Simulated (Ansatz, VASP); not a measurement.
**One calculation of CuI, two programs**

```
Cu I
1.0
     3.80783   -3.78531    0.00000
     3.80783    3.78531    0.00000
     0.00000    0.00000    4.30700
Cu I
2 2
Direct
  0.42044 0.57956 0.75000
  0.57956 0.42044 0.25000
  0.77004 0.22996 0.75000
  0.22996 0.77004 0.25000
```

Change from the starting cell: equal xx and yy strain of +2 %.

Alike in both runs: task single point; functional PBE; k mesh 5 × 5 × 6; occupations fermi-dirac, width 0.02 eV; no spin polarisation.

|  | VASP | Ansatz |
| --- | --- | --- |
| version | VASP 6.6.1 | Ansatz 0.2.0 |
| potentials or method | VASP PAW PBE potentials, release 64 (Cu, I), cutoff 520 eV | all-electron LAPW, scalar-relativistic |

Ansatz gave:

| Item | Value |
| --- | --- |
| gap on the k mesh at the Fermi level (eV) | 0.94 |
| pressure (GPa) | 0.2 |
| largest component of the traceless stress (GPa) | 0.62 |
| rms of the force components (eV/Å) | 0.070 |

Which values does VASP return?

gap on the k mesh at the Fermi level (eV): 0.96; pressure (GPa): 0.3; largest component of the traceless stress (GPa): 0.63; rms of the force components (eV/Å): 0.069.

Atom by atom the forces differ by 0.006 eV/Å (rms over components). Ansatz ran all-electron here, so the differences hold the error of VASP's frozen core and of both bases.

Caveats: spin-orbit coupling is left out, which moves the levels of the heavy elements; an odd mesh through Γ misses points on the zone boundary, where band edges often lie.
